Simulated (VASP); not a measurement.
# V (P6_3/mmc) in VASP: further runs, part 2 of 2

VASP 6.6.1. The steps go on from the part before.

## (3) Single point, PBEsol

Input file INCAR:

```
SYSTEM = V
ALGO = Normal
EDIFF = 1E-6
ENCUT = 520
GGA = PS
ISIF = 2
ISMEAR = 0
LASPH = .True.
LCHARG = .False.
LREAL = .False.
LWAVE = .False.
NBANDS = 20
NELM = 100
PREC = Accurate
SIGMA = 0.1
```

Input file KPOINTS:

```
k-points
0
Gamma
  30 30 14
  0 0 0
```

Input file POSCAR:

```
V
1.0
    2.5733900000      0.0000000000      0.0000000000
   -1.2866900000      2.2286200000      0.0000000000
    0.0000000000      0.0000000000      4.6451000000
V
2
Direct
    0.3333300000      0.6666700000      0.2500000000
    0.6666700000      0.3333300000      0.7500000000
```

Potentials or basis: VASP PAW PBE potentials, release 64 (V_sv).

Command:

```sh
$ cat potpaw_PBE.64/V_sv/POTCAR > POTCAR
$ mpirun -np 1 vasp_std > vasp.out
```

OUTCAR:

```text
SYSTEM = V
   EDIFF = 1E-6
   ENCUT = 520
   GGA = PS
   ISIF = 2
   ISMEAR = 0
   LASPH = .True.
   LREAL = .False.
   NELM = 100
   PREC = Accurate

 ion  position               nearest neighbor table
   1  0.333  0.667  0.250-   2 2.76   2 2.76   2 2.76   2 2.76   2 2.76   2 2.76
   2  0.667  0.333  0.750-   1 2.76   1 2.76   1 2.76   1 2.76   1 2.76   1 2.76

  LATTYP: Found a hexagonal cell.
 ALAT       =     2.5733900000
 C/A-ratio  =     1.8050509250

  Lattice vectors:

 A1 = (   2.5733900000,   0.0000000000,   0.0000000000)
 A2 = (  -1.2866900000,   2.2286200000,   0.0000000000)
 A3 = (   0.0000000000,   0.0000000000,   4.6451000000)

Analysis of symmetry for initial positions (statically):
=====================================================================
 Subroutine PRICEL returns:
 Original cell was already a primitive cell.

 Routine SETGRP: Setting up the symmetry group for a
 hexagonal supercell.

 Subroutine GETGRP returns: Found  8 space group operations
 (whereof  4 operations were pure point group operations)
 out of a pool of 24 trial point group operations.

The static configuration has the point symmetry C_2h.
 The point group associated with its full space group is D_2h.

Analysis of symmetry for dynamics (positions and initial velocities):
=====================================================================
 Subroutine PRICEL returns:
 Original cell was already a primitive cell.

 Routine SETGRP: Setting up the symmetry group for a
 hexagonal supercell.

 Subroutine GETGRP returns: Found  8 space group operations
 (whereof  4 operations were pure point group operations)
 out of a pool of 24 trial point group operations.

The dynamic configuration has the point symmetry C_2h.
 The point group associated with its full space group is D_2h.

 Subroutine INISYM returns: Found  8 space group operations
 (whereof  4 operations are pure point group operations),
 and found     1 'primitive' translations

----------------------------------------------------------------------------------------

                                     Primitive cell

  volume of cell :      26.6402

  direct lattice vectors                    reciprocal lattice vectors
     2.573390000  0.000000000  0.000000000     0.388592479  0.224353213  0.000000000
    -1.286690000  2.228620000  0.000000000     0.000000000  0.448708169  0.000000000
     0.000000000  0.000000000  4.645100000     0.000000000  0.000000000  0.215280618

  length of vectors
     2.573390000  2.573386535  4.645100000     0.448707565  0.448708169  0.215280618

  position of ions in fractional coordinates (direct lattice)
     0.333330000  0.666670000  0.250000000
     0.666670000  0.333330000  0.750000000

  ion indices of the primitive-cell ions
   primitive index   ion index
                 1           1
                 2           2

----------------------------------------------------------------------------------------

 KPOINTS: k-points

Automatic generation of k-mesh.
 Grid dimensions read from file:
 generate k-points for:   30   30   14

 Generating k-lattice:

  Cartesian coordinates                     Fractional coordinates (reciprocal lattice)
     0.012953083  0.007478440  0.000000000     0.033333333  0.000000000  0.000000000
     0.000000000  0.014956939  0.000000000     0.000000000  0.033333333  0.000000000
     0.000000000  0.000000000  0.015377187     0.000000000  0.000000000  0.071428571

  Length of vectors
     0.014956919  0.014956939  0.015377187

  Shift w.r.t. Gamma in fractional coordinates (k-lattice)
     0.000000000  0.000000000  0.000000000

 Subroutine IBZKPT returns following result:
 ===========================================

 Found   1928 irreducible k-points:

 Following reciprocal coordinates:
            Coordinates               Weight
  0.000000  0.000000  0.000000      1.000000
  0.033333  0.000000  0.000000      4.000000
 -0.033333  0.033333  0.000000      2.000000
  0.066667  0.000000  0.000000      4.000000
 -0.066667  0.066667  0.000000      2.000000
  0.100000  0.000000  0.000000      4.000000
[... 16 lines left out ...]
 -0.366667  0.366667  0.000000      2.000000
  0.400000  0.000000  0.000000      4.000000
 [... further k-points ...]
   k-points           NKPTS =   1928   k-points in BZ     NKDIM =   1928   number of bands    NBANDS=     20
   number of dos      NEDOS =    301   number of ions     NIONS =      2
   total plane-waves  NPLWV =  14400
   dimension x,y,z NGX =    20 NGY =   20 NGZ =   36
   dimension x,y,z NGXF=    40 NGYF=   40 NGZF=   72
   ions per type =               2
   NGX,Y,Z   is equivalent  to a cutoff of  12.92, 12.92, 12.88 a.u.
   NGXF,Y,Z  is equivalent  to a cutoff of  25.84, 25.84, 25.77 a.u.
 SYSTEM =  V
   PREC   = accura    normal or accurate (medium, high low for compatibility)
   ISTART =      0    job   : 0-new  1-cont  2-samecut
   ICHARG =      2    charge: 1-file 2-atom 10-const
   ISPIN  =      1    spin polarized calculation?
   LNONCOLLINEAR =      F non collinear calculations
   LSORBIT =      F    spin-orbit coupling
   LASPH  =      T    aspherical Exc in radial PAW
   ENCUT  =  520.0 eV  38.22 Ry    6.18 a.u.   4.78  4.78  8.64*2*pi/ulx,y,z
   NELM   =    100;   NELMIN=  2; NELMDL= -5     # of ELM steps
   EDIFF  = 0.1E-05   stopping-criterion for ELM
   LREAL  =      F    real-space projection
   EDIFFG = 0.1E-04   stopping-criterion for IOM
   NSW    =      0    number of steps for IOM
   IBRION =     -1    ionic relax: 0-MD 1-quasi-New 2-CG
   NFREE  =      0    steps in history (QN), initial steepest desc. (CG)
   ISIF   =      2    stress and relaxation
   ISYM   =      2    0-nonsym 1-usesym 2-fastsym
   POTIM  = 0.5000    time-step for ionic-motion
   TEBEG  =    0.0;   TEEND  =   0.0 temperature during run
   PSTRESS=    0.0 pullay stress
   NELECT =      26.0000    total number of electrons
   NUPDOWN=      -1.0000    fix difference up-down
   EMIN   =  10.00;   EMAX   =-10.00  energy-range for DOS
   EFERMI =   0.00;   METHOD = LEGACY
   ISMEAR =     0;   SIGMA  =   0.10  broadening in eV -4-tet -1-fermi 0-gaus
   EFERMI_NEDOS =   21; number of points for ismear=-14 and -15
   IALGO  =     38    algorithm
   IMIX   =      4    mixing-type and parameters
     AMIX     =   0.40;   BMIX     =  1.00
     AMIX_MAG =   1.60;   BMIX_MAG =  1.00
  volume/ion in A,a.u.               =      13.32        89.89
  Fermi-wavevector in a.u.,A,eV,Ry     =   1.623879  3.068687 35.878340  2.636984
  Thomas-Fermi vector in A             =   2.717257
   LORBIT       =      0    0 simple, 1 ext, 2 COOP (PROOUT), +10 PAW based schemes
   GGA     = PS    functional components
   LHFCALC =     F    Hartree Fock is set to
   AEXX    =    0.0000 exact exchange contribution
   IVDW    =     0    specifies the selected vdW correction
   LEPSILON=     F    determine dielectric tensor
   LRPA    =     F    only Hartree local field effects (RPA)
 non-spin polarized calculation
 Gauss-broadening in eV      SIGMA  =   0.10
  energy-cutoff  :      520.00
  volume of cell :       26.64
 maximum number of plane-waves:       730
   NGX =  9   NGY =  9   NGZ = 17

 number of electron      26.0000010 magnetization

 Free energy of the ion-electron system (eV)
  ---------------------------------------------------
  ext. energy  EPLUGINS =         0.00000000
  ---------------------------------------------------
  free energy    TOTEN  =       -18.74074317 eV

  energy without entropy =      -18.72415085  energy(sigma->0) =      -18.73244701

 E-fermi :  10.0658     XC(G=0): -13.1031

 val. band max:       10.0649148933   @ k =  -0.2000  -0.4667   0.0714
 cond. band min:      10.0658689335   @ k =  -0.1000   0.4000   0.3571
 fundamental gap:      0.0009540402
 Fermi energy:        10.0657994363

 k-point     1 :       0.0000    0.0000    0.0000
  band No.  band energies     occupation
      1     -53.6859      2.00000
      2     -53.5541      2.00000
      3     -27.9384      2.00000
      4     -27.1944      2.00000
      5     -27.0608      2.00000
      6     -27.0608      2.00000
[... 12 lines left out ...]
     19      13.0853      0.00000
     20      13.0854      0.00000
[... 507 lines left out ...]
 k-point    24 :       0.4000    0.0000    0.0000
  band No.  band energies     occupation
      1     -53.4773      2.00000
      2     -53.4201      2.00000
      3     -27.9483      2.00000
      4     -27.8489      2.00000
      5     -27.5871      2.00000
      6     -27.2861      2.00000
[... 12 lines left out ...]
     19      13.4814      0.00000
     20      17.8150      0.00000

 [... further k-points ...]

------------------------ aborting loop because EDIFF is reached ----------------------------------------

  FORCE on cell =-STRESS in cart. coord.  units (eV):
  Direction    XX          YY          ZZ          XY          YZ          ZX
  --------------------------------------------------------------------------------------
  -------------------------------------------------------------------------------------
  Total        0.0112990      0.0114294     -0.0008106      0.0001130      0.0000000      0.0000000
  in kB        0.6795353      0.6873821     -0.0487534      0.0067977      0.0000000      0.0000000
  external PRESSURE =       0.4393880 kB  Pullay stress =       0.0000000 kB

 VOLUME and BASIS-vectors are now :
 -----------------------------------------------------------------------------
  energy-cutoff  :      520.00
  volume of cell :       26.64
      direct lattice vectors                 reciprocal lattice vectors
     2.573390000  0.000000000  0.000000000     0.388592479  0.224353213  0.000000000
    -1.286690000  2.228620000  0.000000000     0.000000000  0.448708169  0.000000000
     0.000000000  0.000000000  4.645100000     0.000000000  0.000000000  0.215280618

 POSITION                                       TOTAL-FORCE (eV/Angst)
 -----------------------------------------------------------------------------------
     -0.00001      1.48575      1.16128        -0.000047      0.000027      0.000000
      1.28671      0.74287      3.48383         0.000047     -0.000027      0.000000
 -----------------------------------------------------------------------------------
    total drift:                               -0.000000      0.000000      0.000000

  FREE ENERGIE OF THE ION-ELECTRON SYSTEM (eV)
  ---------------------------------------------------
  free  energy   TOTEN  =       -18.7407431693 eV

  energy  without entropy=      -18.7241508461  energy(sigma->0) =      -18.73244701
```

OSZICAR:

```text
N       E                     dE             d eps       ncg     rms          rms(c)
DAV:   1     0.324336241401E+03    0.32434E+03   -0.16451E+04 77256   0.154E+03
DAV:   2    -0.120473450587E+02   -0.33638E+03   -0.33059E+03 79912   0.496E+02
DAV:   3    -0.214352331242E+02   -0.93879E+01   -0.92104E+01 84024   0.985E+01
DAV:   4    -0.215295814498E+02   -0.94348E-01   -0.94059E-01 78544   0.100E+01
DAV:   5    -0.215307584240E+02   -0.11770E-02   -0.11770E-02 81388   0.112E+00    0.275E+01
DAV:   6    -0.188152380794E+02    0.27155E+01   -0.11260E+01 77744   0.345E+01    0.313E+00
DAV:   7    -0.187615494863E+02    0.53689E-01   -0.13472E-01 80440   0.332E+00    0.132E+00
DAV:   8    -0.187408126466E+02    0.20737E-01   -0.17091E-02 78360   0.153E+00    0.194E-01
DAV:   9    -0.187407278625E+02    0.84784E-04   -0.80544E-04 78668   0.301E-01    0.406E-02
DAV:  10    -0.187407429781E+02   -0.15116E-04   -0.51271E-05 92800   0.804E-02    0.125E-02
DAV:  11    -0.187407431693E+02   -0.19120E-06   -0.25174E-06 63280   0.162E-02
   1 F= -.18740743E+02 E0= -.18732447E+02  d E =-.165923E-01
```

stdout:

```text
POSCAR found type information on POSCAR V
 POSCAR found :  1 types and       2 ions
 scaLAPACK will be used
 -----------------------------------------------------------------------------
|                                                                             |
|                                                                             |
|     You enforced a specific xc type in the INCAR file but a different       |
|     I HOPE YOU KNOW WHAT YOU ARE DOING!                                     |
|                                                                             |
 -----------------------------------------------------------------------------

 LDA part: xc-table for (Slater+PW92), standard interpolation
 POSCAR, INCAR and KPOINTS ok, starting setup
 FFT: planning ... GRIDC
 FFT: planning ... GRID_SOFT
 FFT: planning ... GRID
 WAVECAR not read
 entering main loop
```

It took 4.3 min on 1 thread of Intel Xeon 6975P-C (Granite Rapids), shared host; peak memory 0.82 GiB.

What came out:

- Free energy: -18.7407 eV
- Pressure: 0.0 GPa
- Band gap on the k mesh: none (metal or under the smearing width)

Caveat: the PAW data sets were made with another functional, which shifts forces and pressure a little.
